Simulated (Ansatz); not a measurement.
**What sets the Hf vacancy content of HfC**

All numbers below come from DFT PBE, scalar-relativistic, plane waves, PAW in Ansatz.

Plane waves to 420 eV, a k mesh through Γ of 6×6×6 on the computed 15-atom cell and Gaussian smearing (0.10 eV); no spin polarisation.

The ordered crystal (Fm-3m, 12.58 Å³/atom, no gap on the mesh), relaxed at this level:

```
Hf C
1.0
     0.00000    2.32575    2.32575
     2.32575    0.00000    2.32575
     2.32575    2.32575    0.00000
Hf C
1 1
Direct
  0.50000 0.50000 0.50000
  0.00000 0.00000 0.00000
```

The crystal stands on its own mesh of 16×16×16. The changed cells were relaxed on coarser meshes and computed once more on meshes like the one named, which can leave forces up to 0.25 eV/Å.

The crystal forms from the elements' standard states with -0.918 eV/atom, or -1.84 eV per Hf. From a supercell of 16 atoms neutral Hf atoms were removed at random and the cells relaxed:

```json
{"Hf removed": "1", "energy a vacancy, Hf-rich (eV)": "9.05", "volume / perfect": "0.991", "gap on mesh (eV)": "0.00"}
{"Hf removed": "2", "energy a vacancy, Hf-rich (eV)": "9.20", "volume / perfect": "0.994", "gap on mesh (eV)": "0.00"}
```

Q: Over what range can the formation energy of the neutral Hf vacancy move?

A: With k vacancies in the cell, E_v = [E(defect cell) − E(perfect cell)]/k + μ(Hf). With μ counted from the standard state, the compound is stable against the two elements for -1.84 eV ≤ Δμ ≤ 0, so for the most dilute cell E_v runs from 9.05 eV (Hf-rich) to 9.05 − 1.84 = 7.21 eV (C-rich). At 1000 K the site fraction 1/[1 + exp(E_v/k_BT)] spans 2e-46 to 4e-37. Other phases of the two elements can narrow the range. Vacancies of C, antisites and interstitials weren't computed and can be far cheaper. Even the most dilute cell lacks 12.5 % of its Hf, far from an isolated defect.

With 2 vacancies the cost is 9.20 eV each against 9.05 eV: in these draws vacancies change each other's cost by 0.15 eV each at most.

Spin-orbit coupling is left out, which matters for the bands of heavy elements.

Cost: 5 runs of about 33 core-minutes in all (earlier runs that led there not counted), on Arm Neoverse V2 (shared hosts).